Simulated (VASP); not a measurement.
Crystal: Os.

```
CELL_PARAMETERS angstrom
-1.51829 1.51829 1.51829
1.51829 -1.51829 1.51829
1.51829 1.51829 -1.51829
ATOMIC_POSITIONS crystal
Os 0.00000 0.00000 0.00000
```

This isn't the form of Os at room conditions, which is hcp.

```yaml
Program: VASP 6.6.1
Task: relaxation of cell and atoms
Functional: PBE
Dispersion: D3(BJ)
Potentials_or_basis: VASP PAW PBE potentials, release 64 (Os)
Cutoff: 600 eV
k_mesh: 20 × 20 × 20
Occupations: gaussian, width 0.1 eV
Spin: no spin polarisation
```

At the start: pressure 14.5 GPa; volume 14.00 Å³/atom.

Question: Where does the relaxation end?

Answer: Over 4 steps the energy falls by 21.8 meV/atom and the volume is 14.50 Å³/atom (+3.6 %); space group Im-3m (No. 229, to 0.05 Å).

Step by step:
```
step  energy change (eV)  largest force (eV/Å)  pressure (GPa)  volume (Å³)
   1              0.0000                0.0000           14.52        14.00
   2              0.2859                0.0000          -38.23        16.73
   3             -0.0217                0.0000           -0.91        14.53
   4             -0.0218                0.0000           -0.04        14.50
```

Final structure:
```xyz
1
Lattice="-1.5362 1.5362 1.5362 1.5362 -1.5362 1.5362 1.5362 1.5362 -1.5362" Properties=species:S:1:pos:R:3 pbc="T T T"
Os    0.0000    0.0000    0.0000
```

Caveat: pairwise dispersion overbinds metals, which lowers pressure and volume.
